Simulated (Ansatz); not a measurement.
**GaAgS$_{2}$ from LDA upwards**

The starting cell is an entry of the Crystallography Open Database (1973):

```
Ga Ag S
1.0
    -2.87700    2.87700    5.14750
     2.87700   -2.87700    5.14750
     2.87700    2.87700   -5.14750
Ga Ag S
2 2 4
Cartesian
  0.0000 0.0000 5.1475
  2.8770 0.0000 2.5737
  0.0000 0.0000 0.0000
  0.0000 2.8770 2.5737
  1.7492 1.4385 1.2869
  1.4385 4.0048 -1.2869
  1.1278 1.4385 6.4344
  1.4385 -1.1278 3.8606
```

Atoms and cell were relaxed at zero pressure with plane-wave PAW DFT (Ansatz 0.2.0; one set of PAW datasets, made under PBE, for all functionals; 420 eV, r2SCAN 500 eV; 6×6×6 Γ-centred mesh, fermi-dirac occupations of width 0.020 eV; no spin polarisation, no spin-orbit coupling, no dispersion correction), keeping the symmetry (I-42d, No. 122).

Four functionals were used, LDA, PBEsol, PBE and r2SCAN. Their relaxed conventional cells, unnamed:

| run | a (Å) | c (Å) | volume (Å³/atom) |
| --- | --- | --- | --- |
| A | 5.757 | 10.393 | 21.53 |
| B | 5.575 | 10.432 | 20.27 |
| C | 5.652 | 10.500 | 20.96 |
| D | 5.776 | 10.622 | 22.15 |

Question: Which run is LDA's and which PBE's?

Answer: B is LDA, which overbinds and gives the smallest cell, and D is PBE, as a rule the largest. Of the two between, C is PBEsol and A is r2SCAN, an order that varies from crystal to crystal. Formation energies in eV an atom: LDA -0.529, PBEsol -0.519, PBE -0.519, r2SCAN -0.633.

Caveats: each relaxation keeps the start's symmetry, so a distorted cell may lie lower; computed cells are at 0 K with fixed nuclei; formation energies are at zero smearing against the elements' usual phases under the same functional, gases as free molecules, uncorrected.
